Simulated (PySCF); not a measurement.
1,3-cyclohexadiene: calculation against experiment

**Experimental background.**

NIST CCCBDB Release 22 (SRD 101), experimental dipoles lists, for the gas: dipole moment 0.437 D.

How close the calculation comes is told at the end.

1,3-cyclohexadiene, C₆H₈.
SMILES with atom numbers: `[CH:1]1=[CH:2][CH2:3][CH2:4][CH:5]=[CH:6]1` (hydrogens: H7 on C1; H8 on C2; H9, H10 on C3; H11, H12 on C4; H13 on C5; H14 on C6)

Geometry (GFN2-xTB, Å), atoms numbered from 1 in this order:
```xyz
14
C6H8 angstrom
C      0.912    1.093   -0.629
C     -0.393    1.292   -0.464
C     -1.222    0.325    0.330
C     -0.677   -1.098    0.214
C      0.819   -1.119    0.337
C      1.551   -0.090   -0.082
H      1.528    1.803   -1.162
H     -0.884    2.178   -0.838
H     -1.202    0.643    1.381
H     -2.263    0.355    0.003
H     -0.943   -1.516   -0.766
H     -1.132   -1.736    0.973
H      1.275   -2.021    0.719
H      2.631   -0.110   -0.037
```

Runs made with PySCF (gas phase, on this GFN2-xTB geometry; no spin–orbit coupling):

| level | job | basis functions |
| --- | --- | --- |
| PBE0/pcSseg-1 | shieldings, charges and field gradients | 142 |
| PBE0/def2-SVPD | 8 singlets by full TDDFT, 3 Tamm–Dancoff triplets, polarisability | 184 |

**Comparison with experiment**

**Dipole moment.** Measured: 0.437 D (NIST CCCBDB Release 22 (SRD 101), experimental dipoles).

```json
{"level": "PBE0/pcSseg-1", "computed (D)": "0.478", "computed − measured (D)": "+0.041", "% (from the printed values)": "+9"}
{"level": "PBE0/def2-SVPD", "computed (D)": "0.491", "computed − measured (D)": "+0.054", "% (from the printed values)": "+12"}
```

Closest is PBE0/pcSseg-1 (+0.041 D), furthest PBE0/def2-SVPD (+0.054 D); one molecule doesn't rank methods. The computed dipoles belong to one fixed geometry; measured ones are averaged over vibrations unless marked μe. Magnitudes are compared, not signs.

The geometry is computed, not the measured one. Where a level misses, the cause wasn't examined.
